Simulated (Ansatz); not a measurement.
**BaTe in the antiNiAs structure: what the numbers say**

Method: PBE, scalar-relativistic; no spin polarisation; PAW, 420 eV, 8×8×6 k-mesh, Gaussian smearing of 0.05 eV; code Ansatz. The datasets are Ansatz's generated set soft_2.

This is a trial structure: the heavier alkaline earths' oxides and chalcogenides take the rock-salt structure.

The relaxed structure (symmetry read at 0.01 Å). Symmetry: P6_3/mmc, No. 194, hexagonal system. Conventional cell: a = 4.849 Å, b = 4.849 Å, c = 8.600 Å, α = 90.00°, β = 90.00°, γ = 120.00°. Ba (site symmetry -6m2) has 6 Te at 3.53 Å as nearest neighbours. Te (site symmetry -3m) is surrounded by 6 Ba at 3.53 Å. (Neighbours are counted to 15 % beyond the shortest distance.)

Question: Should it be a metal or an insulator?

Answer: Formal charges Ba²⁺, Te²⁻ balance and leave closed shells on every ion, so a band insulator is expected, and the gap is 1.36 eV.

Question: What fixes the bond lengths?

Answer: Shannon's ionic radii give a check on the bond lengths: Ba²⁺ with 6 neighbours 1.35 Å + Te²⁻ 2.21 Å = 3.56 Å against a computed mean of 3.53 Å. Sums and bonds agree within 3 %, so ion sizes set the bond lengths.

Question: How ionic is it?

Answer: Bader charges against formal ones: Ba +1.35 (+2), Te −1.35 (−2). The cations give up 67 % of the formal charge; Bader charges stay under formal ones because the anions' density reaches into the cations' basins.

Question: How stiff is it, in energy terms?

Answer: B0·V0 = 27.4 GPa × 43.79 Å³ = 7.48 eV/atom sets the scale: near the minimum ΔE ≈ ½ B0 V0 x², with x = V/V0 − 1, and a pressure of 0.27 GPa squeezes the volume by about 1 %. At the ends of the curve: x = −5.5 % predicts 11.4 meV/atom and the run gives 12.6; x = +10.0 % predicts 37.1 meV/atom and the run gives 31.4. The lopsidedness is anharmonic: atoms resist being pushed together more than being pulled apart.

Question: Which Debye temperature follows from the elastic moduli?

Answer: K = 28 GPa and G = 14.9 GPa (Hill). With a density of 5.024 g/cm³ (mean mass 132.5 u, 43.78 Å³/atom), K = 27.68 and G = 14.87 GPa from the unrounded constants, v_l = √((K + 4G/3)/ρ) = 3080 m/s and v_t = √(G/ρ) = 1720 m/s. The mean [(1/v_l³ + 2/v_t³)/3]^(−1/3) is 1920 m/s, and θ_D = (ħ/k_B)(6π²/V)^(1/3) v_m ≈ 160 K, with V the volume an atom.

All results together:

```
Volume                                                : 43.78 Å³/atom
Band gap                                              : 1.36 eV
Smallest direct gap                                   : 1.68 eV
Bader charges                                         : Ba 1.35; Te -1.35 e
Formation energy from the elements (0 K, uncorrected) : -1.75 eV/atom
Bulk modulus (Birch–Murnaghan)                        : 27 GPa
Pressure derivative B0′                               : 4.2
Shear modulus (Hill)                                  : 14.9 GPa
Young's modulus                                       : 38 GPa
Poisson's ratio                                       : 0.27
Elastically stable                                    : yes
```

Semilocal functionals underestimate band gaps, commonly by a third or more. No spin–orbit coupling, a notable omission for heavy elements.
